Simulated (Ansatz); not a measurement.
# Ir: energy and stress against strain

Aim: for Ir, see how energy and stress answer to the strain pattern (0, 0, 1, 0, 0, 0).

Computed with Ansatz 0.2.0 (DFT LDA, scalar-relativistic, plane waves, PAW, unless a step's input says otherwise).

### Step 1. The system as given

Symmetry: Fm-3m, No. 225, cubic system. Conventional cell: a = 3.839 Å, b = 3.839 Å, c = 3.839 Å, α = 90.00°, β = 90.00°, γ = 90.00°. Ir (site symmetry m-3m) has 12 Ir at 2.71 Å as nearest neighbours.

Coordinates:

```
CELL_PARAMETERS angstrom
0.00000 1.91970 1.91970
1.91970 0.00000 1.91970
1.91970 1.91970 0.00000
ATOMIC_POSITIONS crystal
Ir 0.00000 0.00000 0.00000
```

The structure comes from the Crystallography Open Database.

### Step 2. A first look at the start

File input.yaml:

```yaml
crystal:
  lattice:
    - [0.0, 1.9197, 1.9197]
    - [1.9197, 0.0, 1.9197]
    - [1.9197, 1.9197, 0.0]
  atoms:
    - { symbol: Ir, position: [0.0, 0.0, 0.0] }
basis:
  ecutwfc: 420
kpoints:
  mp_grid: { grid: [8, 8, 8] }
hamiltonian:
  xc: lda
scf:
  occupations: { method: gaussian, width: 0.1 }
output:
  forces: true
  stress: true
  eigenvalues: true
```

Run with:

```console
> ansatz run input.yaml --threads 1 --pin off --max-ram 2560MiB --backend cpu --events-out ev --progress --plain --runs-dir out
```

What it wrote, cut to the lines that bear on the results:

```text
Warning: RAYON_NUM_THREADS=1 ignored (pool sized by the plan → 1); use --threads N
[...]
Pseudopotentials: kind: paw
Pseudopotential: Ir, paw, valence charge 17, recommended cutoff 420 eV (normal), Ir.paw.azcp
Functional definition: SPW92
[...]
Crystal: 1 atoms, lattice volume = 14.149 Å³
Basis set: ecut = 420 eV, 283 PW (Γ)
Bands: 13, of which v1, the nominal top of the filled ones, is band 9 counted from 1 (8 counted from 0)
Symmetry: 48 space group operations
Space group: Fm-3m (ITA 225), of the structure as read, at distance tolerance 2.4e-5 Å
k-points: 29 of 512
[...]
SCF iter   1: F=—  HF=-11663.310840 eV  |F-HF|=—  |Δ(HF+E_count)|=         —  Δρ=7.20e-3  dr2=1.17e-3  ethr=1.77e-3  ⟨swp⟩=5.0  Hψ=1924  notcnv=0
[...]
SCF iter   6: F=-11663.310811 eV  HF=-11663.310811 eV  |F-HF|=9.60e-10  |Δ(HF+E_count)|=   7.58e-9  Δρ=4.20e-6  dr2=1.50e-9  ethr=5.30e-11  ⟨swp⟩=2.7  Hψ=1237  notcnv=0
[...]
SCF converged after 6 iterations
Free energy (F): -11663.310811 eV
[...]
E sigma→0 (E₀):  -11663.306174 eV
Entropy (-TS):   -0.009274 eV (-9.274 meV/atom)
Fermi energy:    25.511444 eV
[...]
--- Forces (eV/Å), atoms counted from 1 ---
  atom   1  Ir     0.00000000     0.00000000    -0.00000000
[...]
--- Stress (GPa, compression-positive) ---
       -7.088399       0.000000       0.000000
        0.000000      -7.088399      -0.000000
       -0.000000       0.000000      -7.088399
  P = ⅓ Tr σ = -7.0884 GPa (-70.884 kbar)
--- Band table (eV; the first three rows and the last of 29) ---
  k-point 0: bands = ["-67.4759", "-23.8784", "-23.8784", "-23.8784", "14.3081", "21.5489", "21.5489", "21.5489", "24.2895", "24.2895", "39.1023", "44.5829", "44.5829"]
[...]
```

Run time: 0.27 s. Hardware: 1 thread of AMD EPYC 9R45 (Zen 5), shared host; peak memory 0.31 GiB.

No relaxation comes first: the listed cell is the starting point.

### Step 3. Zero of the scan

Edit input.yaml of step 2 so:

```diff
@@ -14,3 +14,3 @@
 scf:
-  occupations: { method: gaussian, width: 0.1 }
+  occupations: { method: gaussian, width: 0.15 }
 output:
```

Run with:

```console
> ansatz run input.yaml --threads 1 --pin off --max-ram 2560MiB --backend cpu --events-out ev --progress --plain --runs-dir out
```

What it wrote, cut to the lines that bear on the results:

```text
Warning: RAYON_NUM_THREADS=1 ignored (pool sized by the plan → 1); use --threads N
[...]
[... 3 set-up lines as earlier in the session ...]
[...]
Crystal: 1 atoms, lattice volume = 14.149 Å³
Basis set: ecut = 420 eV, 283 PW (Γ)
Bands: 13, of which v1, the nominal top of the filled ones, is band 9 counted from 1 (8 counted from 0)
[... 2 set-up lines as earlier in the session ...]
k-points: 29 of 512
[...]
SCF iter   1: F=—  HF=-11663.316421 eV  |F-HF|=—  |Δ(HF+E_count)|=         —  Δρ=6.55e-3  dr2=9.24e-4  ethr=1.77e-3  ⟨swp⟩=5.0  Hψ=1826  notcnv=0
[...]
SCF iter   6: F=-11663.316568 eV  HF=-11663.316568 eV  |F-HF|=2.86e-10  |Δ(HF+E_count)|=   8.23e-9  Δρ=2.48e-6  dr2=4.77e-10  ethr=8.92e-11  ⟨swp⟩=2.6  Hψ=1235  notcnv=0
[...]
SCF converged after 6 iterations
Free energy (F): -11663.316568 eV
[...]
E sigma→0 (E₀):  -11663.306287 eV
Entropy (-TS):   -0.020561 eV (-20.561 meV/atom)
Fermi energy:    25.503507 eV
[...]
--- Forces (eV/Å), atoms counted from 1 ---
  atom   1  Ir     0.00000000    -0.00000000    -0.00000000
[...]
--- Stress (GPa, compression-positive) ---
       -6.988283       0.000000       0.000000
        0.000000      -6.988283       0.000000
        0.000000       0.000000      -6.988283
  P = ⅓ Tr σ = -6.9883 GPa (-69.883 kbar)
--- Band table (eV; the first three rows and the last of 29) ---
  k-point 0: bands = ["-67.4779", "-23.8803", "-23.8803", "-23.8803", "14.3081", "21.5489", "21.5489", "21.5489", "24.2868", "24.2868", "39.1044", "44.5818", "44.5818"]
[...]
```

Wall time 0.27 s (1 thread of AMD EPYC 9R45 (Zen 5), shared host); peak memory 0.31 GiB.

Reference values: F = -11663.3166 eV; pressure -6.99 GPa; largest force 0.000 eV/Å; gap on the mesh none (metal).

### Step 4. Setting up energy and stress against strain

The cell is strained by ε times the Voigt pattern (0, 0, 1, 0, 0, 0) (xx, yy, zz, yz, xz, xy; engineering shear), with fractional coordinates fixed (clamped ions). The stress on the pattern is the sum of the stress components weighted by it, tension positive.

### Step 5. ε = -0.0600

Edit input.yaml of step 3 so:

```diff
@@ -2,4 +2,4 @@
   lattice:
-    - [0.0, 1.9197, 1.9197]
-    - [1.9197, 0.0, 1.9197]
+    - [0.0, 1.9197, 1.804518]
+    - [1.9197, 0.0, 1.804518]
     - [1.9197, 1.9197, 0.0]
```

Run with:

```console
> ansatz run input.yaml --threads 1 --pin off --max-ram 2560MiB --backend cpu --events-out ev --progress --plain --runs-dir out
```

What it wrote, cut to the lines that bear on the results:

```text
Warning: RAYON_NUM_THREADS=1 ignored (pool sized by the plan → 1); use --threads N
[...]
[... 3 set-up lines as earlier in the session ...]
[...]
Crystal: 1 atoms, lattice volume = 13.300 Å³
Basis set: ecut = 420 eV, 275 PW (Γ)
Bands: 13, of which v1, the nominal top of the filled ones, is band 9 counted from 1 (8 counted from 0)
Symmetry: 16 space group operations
Space group: I4/mmm (ITA 139), of the structure as read, at distance tolerance 2.4e-5 Å
k-points: 59 of 512
[...]
SCF iter   1: F=—  HF=-11663.242632 eV  |F-HF|=—  |Δ(HF+E_count)|=         —  Δρ=6.26e-3  dr2=1.00e-3  ethr=1.77e-3  ⟨swp⟩=5.0  Hψ=3783  notcnv=0
[...]
SCF iter   6: F=-11663.242678 eV  HF=-11663.242678 eV  |F-HF|=1.82e-12  |Δ(HF+E_count)|=  4.78e-10  Δρ=8.22e-7  dr2=2.04e-11  ethr=4.24e-11  ⟨swp⟩=2.4  Hψ=2441  notcnv=0
[...]
SCF converged after 6 iterations
Free energy (F): -11663.242678 eV
[...]
E sigma→0 (E₀):  -11663.232227 eV
Entropy (-TS):   -0.020902 eV (-20.902 meV/atom)
Fermi energy:    27.562750 eV
[...]
--- Forces (eV/Å), atoms counted from 1 ---
  atom   1  Ir     0.00000000     0.00000000    -0.00000000
[...]
--- Stress (GPa, compression-positive) ---
       11.962509       0.000000       0.000000
        0.000000      11.962509       0.000000
        0.000000       0.000000      37.489129
  P = ⅓ Tr σ = 20.4714 GPa (204.714 kbar)
--- Band table (eV; the first three rows and the last of 59) ---
  k-point 0: bands = ["-65.5897", "-21.9426", "-21.9426", "-21.8942", "15.7079", "22.9813", "22.9813", "23.8294", "25.6481", "26.7697", "41.0357", "46.0925", "46.0925"]
[...]
```

Run time: 0.35 s. Hardware: 1 thread of AMD EPYC 9R45 (Zen 5), shared host; peak memory 0.32 GiB.

### Step 6. Point ε = 0.0450

Edit input.yaml of step 5 so:

```diff
@@ -2,4 +2,4 @@
   lattice:
-    - [0.0, 1.9197, 1.804518]
-    - [1.9197, 0.0, 1.804518]
+    - [0.0, 1.9197, 2.0060865]
+    - [1.9197, 0.0, 2.0060865]
     - [1.9197, 1.9197, 0.0]
```

Run with:

```console
> ansatz run input.yaml --threads 1 --pin off --max-ram 2560MiB --backend cpu --events-out ev --progress --plain --runs-dir out
```

What it wrote, cut to the lines that bear on the results:

```text
Warning: RAYON_NUM_THREADS=1 ignored (pool sized by the plan → 1); use --threads N
[...]
[... 3 set-up lines as earlier in the session ...]
[...]
Crystal: 1 atoms, lattice volume = 14.786 Å³
Basis set: ecut = 420 eV, 299 PW (Γ)
Bands: 13, of which v1, the nominal top of the filled ones, is band 9 counted from 1 (8 counted from 0)
[... 1 set-up line as earlier in the session ...]
Space group: I4/mmm (ITA 139), of the structure as read, at distance tolerance 2.5e-5 Å
k-points: 59 of 512
[...]
SCF iter   1: F=—  HF=-11663.240172 eV  |F-HF|=—  |Δ(HF+E_count)|=         —  Δρ=6.80e-3  dr2=1.22e-3  ethr=1.77e-3  ⟨swp⟩=5.0  Hψ=3716  notcnv=0
[...]
SCF iter   6: F=-11663.240140 eV  HF=-11663.240140 eV  |F-HF|=5.28e-10  |Δ(HF+E_count)|=   2.21e-8  Δρ=3.69e-6  dr2=9.05e-10  ethr=3.54e-10  ⟨swp⟩=2.7  Hψ=2605  notcnv=0
[...]
SCF converged after 6 iterations
Free energy (F): -11663.240140 eV
[...]
E sigma→0 (E₀):  -11663.229114 eV
Entropy (-TS):   -0.022052 eV (-22.052 meV/atom)
Fermi energy:    24.096760 eV
[...]
--- Forces (eV/Å), atoms counted from 1 ---
  atom   1  Ir     0.00000000     0.00000000    -0.00000000
[...]
--- Stress (GPa, compression-positive) ---
      -16.357562       0.000000       0.000000
        0.000000     -16.357562       0.000000
        0.000000       0.000000     -30.088030
  P = ⅓ Tr σ = -20.9344 GPa (-209.344 kbar)
--- Band table (eV; the first three rows and the last of 59) ---
  k-point 0: bands = ["-68.7457", "-25.2052", "-25.1774", "-25.1774", "13.3739", "20.0385", "20.6128", "20.6128", "22.5806", "23.3177", "37.8655", "42.2450", "43.4881"]
[...]
```

It took 0.36 s on 1 thread of AMD EPYC 9R45 (Zen 5), shared host; peak memory 0.33 GiB.

### Step 7. ε = -0.0300

Edit input.yaml of step 6 so:

```diff
@@ -2,4 +2,4 @@
   lattice:
-    - [0.0, 1.9197, 2.0060865]
-    - [1.9197, 0.0, 2.0060865]
+    - [0.0, 1.9197, 1.862109]
+    - [1.9197, 0.0, 1.862109]
     - [1.9197, 1.9197, 0.0]
```

Run with:

```console
> ansatz run input.yaml --threads 1 --pin off --max-ram 2560MiB --backend cpu --events-out ev --progress --plain --runs-dir out
```

What it wrote, cut to the lines that bear on the results:

```text
[...]
SCF converged after 6 iterations
Free energy (F): -11663.309096 eV
[...]
E sigma→0 (E₀):  -11663.298936 eV
Entropy (-TS):   -0.020319 eV (-20.319 meV/atom)
Fermi energy:    26.505037 eV
[...]
--- Forces (eV/Å), atoms counted from 1 ---
  atom   1  Ir     0.00000000    -0.00000000     0.00000000
[...]
--- Stress (GPa, compression-positive) ---
        1.278173       0.000000      -0.000000
        0.000000       1.278173      -0.000000
       -0.000000      -0.000000      13.296965
  P = ⅓ Tr σ = 5.2844 GPa (52.844 kbar)
--- Band table (eV; the first three rows and the last of 59) ---
  k-point 0: bands = ["-66.5641", "-22.9439", "-22.9439", "-22.9201", "14.9842", "22.2359", "22.2359", "22.6474", "24.9567", "25.5002", "40.0262", "45.3275", "45.3275"]
[...]
```

It took 0.36 s on 1 thread of AMD EPYC 9R45 (Zen 5), shared host; peak memory 0.32 GiB.

### Step 8. At ε = 0.0150

Edit input.yaml of step 7 so:

```diff
@@ -2,4 +2,4 @@
   lattice:
-    - [0.0, 1.9197, 1.862109]
-    - [1.9197, 0.0, 1.862109]
+    - [0.0, 1.9197, 1.9484955]
+    - [1.9197, 0.0, 1.9484955]
     - [1.9197, 1.9197, 0.0]
```

Run with:

```console
> ansatz run input.yaml --threads 1 --pin off --max-ram 2560MiB --backend cpu --events-out ev --progress --plain --runs-dir out
```

What it wrote, cut to the lines that bear on the results:

```text
Warning: RAYON_NUM_THREADS=1 ignored (pool sized by the plan → 1); use --threads N
[...]
[... 3 set-up lines as earlier in the session ...]
[...]
Crystal: 1 atoms, lattice volume = 14.361 Å³
Basis set: ecut = 420 eV, 283 PW (Γ)
Bands: 13, of which v1, the nominal top of the filled ones, is band 9 counted from 1 (8 counted from 0)
[... 2 set-up lines as earlier in the session ...]
k-points: 59 of 512
[...]
SCF iter   1: F=—  HF=-11663.301357 eV  |F-HF|=—  |Δ(HF+E_count)|=         —  Δρ=6.64e-3  dr2=9.65e-4  ethr=1.77e-3  ⟨swp⟩=5.0  Hψ=3738  notcnv=0
[...]
SCF iter   6: F=-11663.301477 eV  HF=-11663.301477 eV  |F-HF|=4.35e-10  |Δ(HF+E_count)|=   9.11e-9  Δρ=3.07e-6  dr2=7.05e-10  ethr=5.92e-11  ⟨swp⟩=2.7  Hψ=2510  notcnv=0
[...]
SCF converged after 6 iterations
Free energy (F): -11663.301477 eV
[...]
E sigma→0 (E₀):  -11663.290903 eV
Entropy (-TS):   -0.021148 eV (-21.148 meV/atom)
Fermi energy:    25.022052 eV
[...]
--- Forces (eV/Å), atoms counted from 1 ---
  atom   1  Ir     0.00000000     0.00000000     0.00000000
[...]
--- Stress (GPa, compression-positive) ---
      -10.446580       0.000000       0.000000
        0.000000     -10.446580       0.000000
        0.000000       0.000000     -15.634709
  P = ⅓ Tr σ = -12.1760 GPa (-121.760 kbar)
--- Band table (eV; the first three rows and the last of 59) ---
  k-point 0: bands = ["-67.9136", "-24.3367", "-24.3262", "-24.3262", "13.9866", "21.0281", "21.2251", "21.2251", "23.7027", "23.9593", "38.6734", "43.7643", "44.2144"]
[...]
```

Wall time 0.35 s (1 thread of AMD EPYC 9R45 (Zen 5), shared host); peak memory 0.31 GiB.

### Step 9. At ε = 0.0600

Edit input.yaml of step 8 so:

```diff
@@ -2,4 +2,4 @@
   lattice:
-    - [0.0, 1.9197, 1.9484955]
-    - [1.9197, 0.0, 1.9484955]
+    - [0.0, 1.9197, 2.034882]
+    - [1.9197, 0.0, 2.034882]
     - [1.9197, 1.9197, 0.0]
```

Run with:

```console
> ansatz run input.yaml --threads 1 --pin off --max-ram 2560MiB --backend cpu --events-out ev --progress --plain --runs-dir out
```

What it wrote, cut to the lines that bear on the results:

```text
[...]
SCF converged after 6 iterations
Free energy (F): -11663.196206 eV
[...]
E sigma→0 (E₀):  -11663.185234 eV
Entropy (-TS):   -0.021945 eV (-21.945 meV/atom)
Fermi energy:    23.652893 eV
[...]
--- Forces (eV/Å), atoms counted from 1 ---
  atom   1  Ir     0.00000000     0.00000000     0.00000000
[...]
--- Stress (GPa, compression-positive) ---
      -18.841641       0.000000       0.000000
        0.000000     -18.841641       0.000000
        0.000000       0.000000     -36.138701
  P = ⅓ Tr σ = -24.6073 GPa (-246.073 kbar)
--- Band table (eV; the first three rows and the last of 59) ---
  k-point 0: bands = ["-69.1435", "-25.6196", "-25.5837", "-25.5837", "13.0820", "19.5681", "20.3220", "20.3220", "22.0425", "23.0043", "37.4862", "41.5370", "43.1290"]
[...]
```

Wall time 0.36 s (1 thread of AMD EPYC 9R45 (Zen 5), shared host); peak memory 0.32 GiB.

### Step 10. Point ε = -0.0450

Edit input.yaml of step 9 so:

```diff
@@ -2,4 +2,4 @@
   lattice:
-    - [0.0, 1.9197, 2.034882]
-    - [1.9197, 0.0, 2.034882]
+    - [0.0, 1.9197, 1.8333135]
+    - [1.9197, 0.0, 1.8333135]
     - [1.9197, 1.9197, 0.0]
```

Run with:

```console
> ansatz run input.yaml --threads 1 --pin off --max-ram 2560MiB --backend cpu --events-out ev --progress --plain --runs-dir out
```

What it wrote, cut to the lines that bear on the results:

```text
[...]
SCF converged after 6 iterations
Free energy (F): -11663.283901 eV
[...]
E sigma→0 (E₀):  -11663.273603 eV
Entropy (-TS):   -0.020596 eV (-20.596 meV/atom)
Fermi energy:    27.026555 eV
[...]
--- Forces (eV/Å), atoms counted from 1 ---
  atom   1  Ir     0.00000000     0.00000000    -0.00000000
[...]
--- Stress (GPa, compression-positive) ---
        6.272934       0.000000      -0.000000
        0.000000       6.272934      -0.000000
       -0.000000      -0.000000      24.910849
  P = ⅓ Tr σ = 12.4856 GPa (124.856 kbar)
--- Band table (eV; the first three rows and the last of 59) ---
  k-point 0: bands = ["-66.0848", "-22.4517", "-22.4517", "-22.4157", "15.3398", "22.6009", "22.6009", "23.2274", "25.2996", "26.1283", "40.5194", "45.7072", "45.7072"]
[...]
```

It took 0.35 s on 1 thread of AMD EPYC 9R45 (Zen 5), shared host; peak memory 0.31 GiB.

### Step 11. ε = 0.0300

Edit input.yaml of step 10 so:

```diff
@@ -2,4 +2,4 @@
   lattice:
-    - [0.0, 1.9197, 1.8333135]
-    - [1.9197, 0.0, 1.8333135]
+    - [0.0, 1.9197, 1.977291]
+    - [1.9197, 0.0, 1.977291]
     - [1.9197, 1.9197, 0.0]
```

Run with:

```console
> ansatz run input.yaml --threads 1 --pin off --max-ram 2560MiB --backend cpu --events-out ev --progress --plain --runs-dir out
```

What it wrote, cut to the lines that bear on the results:

```text
[...]
SCF converged after 6 iterations
Free energy (F): -11663.275584 eV
[...]
E sigma→0 (E₀):  -11663.264706 eV
Entropy (-TS):   -0.021757 eV (-21.757 meV/atom)
Fermi energy:    24.553094 eV
[...]
--- Forces (eV/Å), atoms counted from 1 ---
  atom   1  Ir     0.00000000     0.00000000     0.00000000
[...]
--- Stress (GPa, compression-positive) ---
      -13.557007       0.000000       0.000000
        0.000000     -13.557007       0.000000
        0.000000       0.000000     -23.299656
  P = ⅓ Tr σ = -16.8046 GPa (-168.046 kbar)
--- Band table (eV; the first three rows and the last of 59) ---
  k-point 0: bands = ["-68.3360", "-24.7780", "-24.7584", "-24.7584", "13.6753", "20.5249", "20.9134", "20.9134", "23.1339", "23.6362", "38.2609", "42.9864", "43.8500"]
[...]
```

Wall time 0.35 s (1 thread of AMD EPYC 9R45 (Zen 5), shared host); peak memory 0.29 GiB.

### Step 12. At ε = -0.0150

Edit input.yaml of step 11 so:

```diff
@@ -2,4 +2,4 @@
   lattice:
-    - [0.0, 1.9197, 1.977291]
-    - [1.9197, 0.0, 1.977291]
+    - [0.0, 1.9197, 1.8909045]
+    - [1.9197, 0.0, 1.8909045]
     - [1.9197, 1.9197, 0.0]
```

Run with:

```console
> ansatz run input.yaml --threads 1 --pin off --max-ram 2560MiB --backend cpu --events-out ev --progress --plain --runs-dir out
```

What it wrote, cut to the lines that bear on the results:

```text
Warning: RAYON_NUM_THREADS=1 ignored (pool sized by the plan → 1); use --threads N
[...]
[... 3 set-up lines as earlier in the session ...]
[...]
Crystal: 1 atoms, lattice volume = 13.937 Å³
Basis set: ecut = 420 eV, 283 PW (Γ)
Bands: 13, of which v1, the nominal top of the filled ones, is band 9 counted from 1 (8 counted from 0)
[... 2 set-up lines as earlier in the session ...]
k-points: 59 of 512
[...]
SCF iter   1: F=—  HF=-11663.319415 eV  |F-HF|=—  |Δ(HF+E_count)|=         —  Δρ=6.40e-3  dr2=8.88e-4  ethr=1.77e-3  ⟨swp⟩=5.0  Hψ=3739  notcnv=0
[...]
SCF iter   6: F=-11663.319551 eV  HF=-11663.319551 eV  |F-HF|=1.24e-10  |Δ(HF+E_count)|=   4.71e-9  Δρ=2.09e-6  dr2=2.44e-10  ethr=3.78e-11  ⟨swp⟩=2.5  Hψ=2488  notcnv=0
[...]
SCF converged after 6 iterations
Free energy (F): -11663.319551 eV
[...]
E sigma→0 (E₀):  -11663.309419 eV
Entropy (-TS):   -0.020265 eV (-20.265 meV/atom)
Fermi energy:    25.997610 eV
[...]
--- Forces (eV/Å), atoms counted from 1 ---
  atom   1  Ir     0.00000000     0.00000000    -0.00000000
[...]
--- Stress (GPa, compression-positive) ---
       -3.111758       0.000000       0.000000
        0.000000      -3.111758      -0.000000
        0.000000       0.000000       2.658729
  P = ⅓ Tr σ = -1.1883 GPa (-11.883 kbar)
--- Band table (eV; the first three rows and the last of 59) ---
  k-point 0: bands = ["-67.0283", "-23.4198", "-23.4198", "-23.4082", "14.6405", "21.8855", "21.8855", "22.0883", "24.6192", "24.8861", "39.5550", "44.9526", "44.9526"]
[...]
```

Run time: 0.35 s. Hardware: 1 thread of AMD EPYC 9R45 (Zen 5), shared host; peak memory 0.29 GiB.

### Step 13. At ε = 0.0525

Edit input.yaml of step 12 so:

```diff
@@ -2,4 +2,4 @@
   lattice:
-    - [0.0, 1.9197, 1.8909045]
-    - [1.9197, 0.0, 1.8909045]
+    - [0.0, 1.9197, 2.02048425]
+    - [1.9197, 0.0, 2.02048425]
     - [1.9197, 1.9197, 0.0]
```

Run with:

```console
> ansatz run input.yaml --threads 1 --pin off --max-ram 2560MiB --backend cpu --events-out ev --progress --plain --runs-dir out
```

What it wrote, cut to the lines that bear on the results:

```text
[...]
SCF converged after 6 iterations
Free energy (F): -11663.219173 eV
[...]
E sigma→0 (E₀):  -11663.208154 eV
Entropy (-TS):   -0.022037 eV (-22.037 meV/atom)
Fermi energy:    23.873302 eV
[...]
--- Forces (eV/Å), atoms counted from 1 ---
  atom   1  Ir     0.00000000     0.00000000     0.00000000
[...]
--- Stress (GPa, compression-positive) ---
      -17.639892       0.000000       0.000000
        0.000000     -17.639892       0.000000
        0.000000       0.000000     -33.196770
  P = ⅓ Tr σ = -22.8255 GPa (-228.255 kbar)
--- Band table (eV; the first three rows and the last of 59) ---
  k-point 0: bands = ["-68.9461", "-25.4139", "-25.3821", "-25.3821", "13.2268", "19.8013", "20.4662", "20.4662", "22.3097", "23.1604", "37.6739", "41.8870", "43.3082"]
[...]
```

Run time: 0.36 s. Hardware: 1 thread of AMD EPYC 9R45 (Zen 5), shared host; peak memory 0.32 GiB.

### Step 14. Results of the scan

Collected from the runs (energy zero: the undisturbed cell):

```
      ε  ΔE (meV/atom)  stress on the pattern (GPa)  pressure (GPa)
-0.0600           73.9                       -37.49            20.5
-0.0450           32.7                       -24.91            12.5
-0.0300            7.5                       -13.30             5.3
-0.0150           -3.0                        -2.66            -1.2
 0.0000            0.0                         6.99            -7.0
 0.0150           15.1                        15.63           -12.2
 0.0300           41.0                        23.30           -16.8
 0.0450           76.4                        30.09           -20.9
 0.0525           97.4                        33.20           -22.8
 0.0600          120.4                        36.14           -24.6
```

### Step 15. Outcome

```
                                  quantity    value
slope of the stress at ε = 0, over ±0.0150  610 GPa
```

What this shows: Cutoff, mesh or smearing here differ from converged choices, so read the numbers with care. From the stress slope, C33 is about 610 GPa with the ions clamped. The reference stands under -7.0 GPa, so this is no zero-stress constant. The energy drops below the reference, by 3.0 meV/atom at ε = -0.0150; the cell was taken as given and not relaxed at this level. The runs treat Ir without spin-orbit coupling.
